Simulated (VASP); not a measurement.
# Pm (Fm-3m) in VASP: notebook

Runs on Pm. Level: LDA. Tasks: single point.

All numbers are computed with VASP 6.6.1; they aren't measurements. Logs are shortened: lines on timing, memory, paths and dates and some standing lists are left out, and cuts for length are marked.

## (1) The structure

Symmetry: Fm-3m, No. 225, cubic system. Conventional cell: a = 5.168 Å, b = 5.168 Å, c = 5.168 Å, α = 90.00°, β = 90.00°, γ = 90.00°. Pm (site symmetry m-3m) is surrounded by 12 Pm at 3.65 Å.

This isn't the form of Pm at room conditions, which is double hcp.

## (2) Single point, LDA, collinear spin, ferromagnetic start

INCAR reads:

```
PREC     = Accurate       # precision mode
ENCUT    = 400            # plane-wave cutoff, eV
EDIFF    = 1E-6           # SCF threshold, eV
ISMEAR   = -1             # smearing method
SIGMA    = 0.2            # smearing width, eV
LREAL    = F              # projectors in reciprocal space
LASPH    = T              # aspherical terms in the spheres
NELM     = 100            # most SCF steps
ALGO     = Normal         # electronic algorithm
ISIF     = 2              # what is computed and relaxed
LWAVE    = F              # write WAVECAR
LCHARG   = F              # write CHGCAR
ISPIN    = 2              # spin polarisation
MAGMOM   = 4              # initial moments
LORBIT   = 11             # projections on sites
LMAXMIX  = 6              # l up to which the mixer works
GGA      = CA             # functional
NBANDS   = 18             # bands
ADDGRID  = F
```

KPOINTS reads:

```
Automatic mesh
0
Gamma
  5 5 5
```

POSCAR reads:

```
Pm
1.0
   -0.0555010000      2.5655700000      2.5293400000
    2.5242190000     -0.0080540000      2.4818930000
    2.6229240000      2.6168280000     -0.1067590000
Pm
1
Direct
    0.0077670000      0.0042080000     -0.0216400000
```

Potentials or basis: VASP PAW PBE potentials, release 64 (Pm).

Launch:

```
cat potpaw_PBE.64/Pm/POTCAR > POTCAR
mpirun -np 1 vasp_std > vasp.out
```

OUTCAR:

```text
PREC = Accurate
   ENCUT = 400
   EDIFF = 1E-6
   ISMEAR = -1
   LREAL = F
   LASPH = T
   NELM = 100
   ISIF = 2
   ISPIN = 2
   LORBIT = 11
   GGA = CA

 Found     63 irreducible k-points:

 Following reciprocal coordinates:
            Coordinates               Weight
  0.000000  0.000000  0.000000      1.000000
  0.200000  0.000000  0.000000      2.000000
  0.400000 -0.000000  0.000000      2.000000
  0.000000  0.200000 -0.000000      2.000000
  0.200000  0.200000  0.000000      2.000000
  0.400000  0.200000  0.000000      2.000000
   k-points           NKPTS =     63   k-points in BZ     NKDIM =     63   number of bands    NBANDS=     18
   number of dos      NEDOS =    301   number of ions     NIONS =      1
   total plane-waves  NPLWV =  13824
   dimension x,y,z NGX =    24 NGY =   24 NGZ =   24
   dimension x,y,z NGXF=    48 NGYF=   48 NGZF=   48
   ions per type =               1
   NGX,Y,Z   is equivalent  to a cutoff of  11.07, 11.27, 10.76 a.u.
   NGXF,Y,Z  is equivalent  to a cutoff of  22.15, 22.54, 21.53 a.u.
 SYSTEM =  unknown system
   PREC   = accura    normal or accurate (medium, high low for compatibility)
   ISTART =      0    job   : 0-new  1-cont  2-samecut
   ICHARG =      2    charge: 1-file 2-atom 10-const
   ISPIN  =      2    spin polarized calculation?
   LNONCOLLINEAR =      F non collinear calculations
   LSORBIT =      F    spin-orbit coupling
   LASPH  =      T    aspherical Exc in radial PAW
   ENCUT  =  400.0 eV  29.40 Ry    5.42 a.u.   5.88  5.77  6.04*2*pi/ulx,y,z
   NELM   =    100;   NELMIN=  2; NELMDL= -5     # of ELM steps
   EDIFF  = 0.1E-05   stopping-criterion for ELM
[... 19 lines left out ...]
     AMIX_MAG =   1.60;   BMIX_MAG =  1.00
  volume/ion in A,a.u.               =      34.51       232.91
  Fermi-wavevector in a.u.,A,eV,Ry     =   1.240052  2.343359 20.922083  1.537730
  Thomas-Fermi vector in A             =   2.374509
   LORBIT       =     11    0 simple, 1 ext, 2 COOP (PROOUT), +10 PAW based schemes
[... 5 lines left out ...]
   LRPA    =     F    only Hartree local field effects (RPA)
 spin polarized calculation
  energy-cutoff  :      400.00
  volume of cell :       34.51
 maximum number of plane-waves:       639
   NGX = 11   NGY = 11   NGZ = 13

 number of electron      15.0000000 magnetization       5.0791910

 Free energy of the ion-electron system (eV)
  ---------------------------------------------------
  ext. energy  EPLUGINS =         0.00000000
  ---------------------------------------------------
  free energy    TOTEN  =        -8.45872574 eV

  energy without entropy =       -7.53209193  energy(sigma->0) =       -7.99540884

 E-fermi :   5.5657     XC(G=0): -10.0599

 val. band max:        5.5629138121   @ k =   0.4000   0.2000   0.2000
 cond. band min:       5.5667674389   @ k =  -0.0000  -0.2000   0.2000
 fundamental gap:      0.0038536269
 Fermi energy:         5.5656774305

 spin component 1

 k-point     1 :       0.0000    0.0000    0.0000
  band No.  band energies     occupation
      1     -32.8921      1.00000
      2     -12.9661      1.00000
      3     -12.9082      1.00000
      4     -12.8632      1.00000
      5       1.4348      1.00000
      6       5.1129      0.90586
      7       5.2960      0.79388
      8       5.3303      0.76438
      9       5.3617      0.73496
     10       5.5814      0.48036
     11       5.5922      0.46691
     12       5.6139      0.43999
     13       6.8578      0.00156
     14       7.2605      0.00021
     15       7.7113      0.00002
     16       9.6397      0.00000
     17       9.8514      0.00000
     18      14.8915      0.00000

 k-point     2 :       0.2000    0.0000    0.0000
  band No.  band energies     occupation
      1     -32.8531      1.00000
      2     -13.3049      1.00000
      3     -12.9890      1.00000
      4     -12.9160      1.00000
      5       2.4429      1.00000
      6       5.0806      0.91874
      7       5.2729      0.81215
      8       5.3483      0.74783
      9       5.3998      0.69624
     10       5.4537      0.63640
     11       5.4809      0.60439
     12       5.6026      0.45393
     13       6.7168      0.00315
     14       7.2676      0.00020
     15       8.1286      0.00000
     16       9.4761      0.00000
     17       9.6864      0.00000
     18      15.4643      0.00000

 k-point     3 :       0.4000   -0.0000    0.0000
  band No.  band energies     occupation
      1     -32.7898      1.00000
      2     -13.8725      1.00000
      3     -13.0449      1.00000
      4     -12.9978      1.00000
      5       3.5571      0.99996
      6       5.1654      0.88096
      7       5.3138      0.77893
      8       5.3387      0.75675
      9       5.3870      0.70956
     10       5.5120      0.56665
     11       5.5297      0.54487
     12       5.6071      0.44839
     13       6.8362      0.00174
     14       7.0967      0.00047
     15       7.6874      0.00002
     16      10.7729      0.00000
     17      11.3388      0.00000
     18      14.2390      0.00000

 k-point     4 :       0.0000    0.2000   -0.0000
  band No.  band energies     occupation
      1     -32.8475      1.00000
      2     -13.2994      1.00000
      3     -13.0067      1.00000
      4     -12.9537      1.00000
      5       2.4982      1.00000
      6       5.0771      0.92005
      7       5.2920      0.79712
      8       5.3403      0.75531
      9       5.3884      0.70811
     10       5.4394      0.65276
     11       5.4623      0.62640
     12       5.5909      0.46847
     13       6.9027      0.00125
     14       7.3184      0.00016
     15       8.0277      0.00000
     16       9.3458      0.00000
     17       9.5228      0.00000
     18      15.3953      0.00000

 k-point     5 :       0.2000    0.2000    0.0000
  band No.  band energies     occupation
      1     -32.8360      1.00000
      2     -13.2886      1.00000
      3     -13.0707      1.00000
      4     -13.0394      1.00000
      5       2.8309      1.00000
      6       4.9842      0.94822
      7       5.2531      0.82674
      8       5.3791      0.71770
      9       5.3931      0.70322
     10       5.4565      0.63322
     11       5.4665      0.62153
     12       5.4927      0.59026
     13       6.3342      0.02099
     14       8.0837      0.00000
     15       8.3294      0.00000
     16       8.4139      0.00000
     17      10.2174      0.00000
     18      17.3750      0.00000

 k-point     6 :       0.4000    0.2000    0.0000
  band No.  band energies     occupation
      1     -32.7815      1.00000
      2     -13.6837      1.00000
      3     -13.1849      1.00000
      4     -13.1459      1.00000
      5       4.0840      0.99939
      6       5.0629      0.92512
      7       5.1647      0.88131
      8       5.3540      0.74238
      9       5.3989      0.69719
     10       5.4306      0.66276
     11       5.5006      0.58059
     12       5.5143      0.56384
     13       6.0132      0.09643
     14       7.0771      0.00052
     15       8.3706      0.00000
     16      10.5778      0.00000
     17      11.3942      0.00000
     18      15.4563      0.00000

 [... further k-points ...]

 spin component 2

 k-point     1 :       0.0000    0.0000    0.0000
  band No.  band energies     occupation
      1     -30.9409      1.00000
      2     -11.4025      1.00000
      3     -11.3333      1.00000
      4     -11.2818      1.00000
      5       2.1311      1.00000
      6       7.6789      0.00003
      7       7.7515      0.00002
      8       8.0816      0.00000
      9       8.1070      0.00000
     10       8.1298      0.00000
     11       8.1759      0.00000
     12       8.5663      0.00000
     13       8.5812      0.00000
     14       8.5967      0.00000
     15       8.6284      0.00000
     16      10.5457      0.00000
     17      10.7674      0.00000
     18      15.8943      0.00000

 k-point     2 :       0.2000    0.0000    0.0000
  band No.  band energies     occupation
      1     -30.8965      1.00000
      2     -11.7838      1.00000
      3     -11.4262      1.00000
      4     -11.3401      1.00000
      5       3.1726      0.99999
      6       6.9469      0.00100
      7       7.8033      0.00001
      8       7.9903      0.00001
      9       8.1282      0.00000
     10       8.1895      0.00000
     11       8.2721      0.00000
     12       8.4751      0.00000
     13       8.6105      0.00000
     14       8.6839      0.00000
     15       9.1569      0.00000
     16      10.4736      0.00000
     17      10.6818      0.00000
     18      16.2719      0.00000

 k-point     3 :       0.4000   -0.0000    0.0000
  band No.  band energies     occupation
      1     -30.8236      1.00000
      2     -12.4178      1.00000
      3     -11.4883      1.00000
      4     -11.4306      1.00000
      5       4.3024      0.99820
      6       7.4192      0.00009
      7       7.5826      0.00004
      8       7.8576      0.00001
      9       8.1602      0.00000
     10       8.2069      0.00000
     11       8.2819      0.00000
     12       8.5167      0.00000
     13       8.6172      0.00000
     14       8.6645      0.00000
     15       8.7092      0.00000
     16      11.7672      0.00000
     17      12.3748      0.00000
     18      15.1567      0.00000

 k-point     4 :       0.0000    0.2000   -0.0000
  band No.  band energies     occupation
      1     -30.8899      1.00000
      2     -11.7742      1.00000
      3     -11.4471      1.00000
      4     -11.3830      1.00000
      5       3.2235      0.99999
      6       7.0167      0.00071
      7       7.7872      0.00001
      8       8.0193      0.00000
      9       8.0999      0.00000
     10       8.1463      0.00000
     11       8.1937      0.00000
     12       8.5932      0.00000
     13       8.6007      0.00000
     14       8.7356      0.00000
     15       9.1124      0.00000
     16      10.3716      0.00000
     17      10.5379      0.00000
     18      16.1803      0.00000

 k-point     5 :       0.2000    0.2000    0.0000
  band No.  band energies     occupation
      1     -30.8769      1.00000
      2     -11.7645      1.00000
      3     -11.5167      1.00000
      4     -11.4800      1.00000
      5       3.5654      0.99995
      6       6.4808      0.01019
      7       7.6920      0.00002
      8       8.0520      0.00000
      9       8.1210      0.00000
     10       8.2588      0.00000
     11       8.2890      0.00000
     12       8.4308      0.00000
     13       8.4636      0.00000
     14       9.3503      0.00000
     15       9.4883      0.00000
     16       9.5598      0.00000
     17      11.1914      0.00000
     18      18.0864      0.00000

 k-point     6 :       0.4000    0.2000    0.0000
  band No.  band energies     occupation
      1     -30.8141      1.00000
      2     -12.2069      1.00000
      3     -11.6418      1.00000
      4     -11.6011      1.00000
      5       4.8408      0.97402
      6       6.2572      0.03055
      7       7.1367      0.00039
      8       8.0619      0.00000
      9       8.2112      0.00000
     10       8.2444      0.00000
     11       8.3640      0.00000
     12       8.4220      0.00000
     13       8.4954      0.00000
     14       8.7988      0.00000
     15       9.5362      0.00000
     16      11.5869      0.00000
     17      12.4185      0.00000
     18      16.3693      0.00000

 [... further k-points ...]
[... 5 lines left out ...]
  --------------------------------------------------------------------------------------
  -------------------------------------------------------------------------------------
  Total       -0.6926294     -0.7005513     -0.6629760     -0.0645945      0.0913227      0.2336431
  in kB      -32.1525758    -32.5203162    -30.7760321     -2.9985423      4.2392933     10.8459534
  external PRESSURE =     -31.8163080 kB  Pullay stress =       0.0000000 kB

 VOLUME and BASIS-vectors are now :
 -----------------------------------------------------------------------------
  energy-cutoff  :      400.00
  volume of cell :       34.51
      direct lattice vectors                 reciprocal lattice vectors
    -0.055501000  2.565570000  2.529340000    -0.188150331  0.196421533  0.191996440
     2.524219000 -0.008054000  2.481893000     0.199708474 -0.192047705  0.199180755
     2.622924000  2.616828000 -0.106759000     0.185079531  0.188976904 -0.187622612

 POSITION                                       TOTAL-FORCE (eV/Angst)
 -----------------------------------------------------------------------------------
      2.57635      2.58009     -0.07436         0.000000     -0.000000     -0.000000
 -----------------------------------------------------------------------------------
    total drift:                                0.000010     -0.000002      0.000001

  FREE ENERGIE OF THE ION-ELECTRON SYSTEM (eV)
  ---------------------------------------------------
  free  energy   TOTEN  =        -8.4587257436 eV

  energy  without entropy=       -7.5320919278  energy(sigma->0) =       -7.99540884

 total charge

# of ion       s       p       d       f       tot
--------------------------------------------------
    1        2.043   5.484   0.499   4.386  12.412

 magnetization (x)

# of ion       s       p       d       f       tot
--------------------------------------------------
    1       -0.001   0.023   0.161   4.369   4.552
```

Wall time 20 s (1 thread of Intel Xeon 6975P-C (Granite Rapids), shared host); peak memory 0.17 GiB.

The run converged, but some of its settings lie outside the range that counts as converged, so its numbers aren't taken as properties of the crystal.

Results:

```
Free energy                                           : -8.4587 eV
Pressure                                              : -3.2 GPa
Band gap on the k mesh                                : none (metal or under the smearing width)
Net moment                                            : 5.08 μB per cell
Site moments                                          : Pm +4.55 μB
Valence electrons inside the program's atomic spheres : Pm 12.41
```

Caveat: the k mesh is coarse (spacing up to 0.43 Å⁻¹), so the values aren't converged; the cutoff is under 1.25 times the usual one of these potentials, so pressure, stress and relaxed cells hold a basis-set (Pulay) error; the magnetic or orbital state may not be the lowest; the PAW data sets were made with another functional, which shifts forces and pressure a little; spin-orbit coupling is left out, which moves the levels of the heavy elements.

## (3) Single point, LDA, collinear spin, ferromagnetic start

This run uses another cell than the first one, of the same volume but with other edges.

INCAR, as its differences from that of step 2:

```diff
@@ -1,3 +1,3 @@
 PREC     = Accurate       # precision mode
-ENCUT    = 400            # plane-wave cutoff, eV
+ENCUT    = 450            # plane-wave cutoff, eV
 EDIFF    = 1E-6           # SCF threshold, eV
```

KPOINTS is that of step 2.

POSCAR reads:

```
Pm
1.0
    0.0000000000      2.5841748100      2.5841748100
    2.5841748100      0.0000000000      2.5841748100
    2.5841748100      2.5841748100      0.0000000000
Pm
1
Direct
    0.0000000000      0.0000000000      0.0000000000
```

Potentials or basis: VASP PAW PBE potentials, release 64 (Pm).

Launch:

```
cat potpaw_PBE.64/Pm/POTCAR > POTCAR
mpirun -np 1 vasp_std > vasp.out
```

It took 8.8 s on 1 thread of Intel Xeon 6975P-C (Granite Rapids), shared host; peak memory 0.15 GiB.

These settings aren't checked as converged: the numbers below hold their error.

What came out:

```yaml
Free_energy: -8.4736 eV
Pressure: -2.6 GPa
Band_gap_on_the_k_mesh: none (metal or under the smearing width)
Net_moment: 5.08 μB per cell
Site_moments: Pm +4.56 μB
Valence_electrons_inside_the_program's_atomic_spheres: Pm 12.41
```

Caveat: the k mesh is coarse (spacing up to 0.42 Å⁻¹), so the values aren't converged; the magnetic or orbital state may not be the lowest; the PAW data sets were made with another functional, which shifts forces and pressure a little; spin-orbit coupling is left out, which moves the levels of the heavy elements.

[end of part 1 of 2]
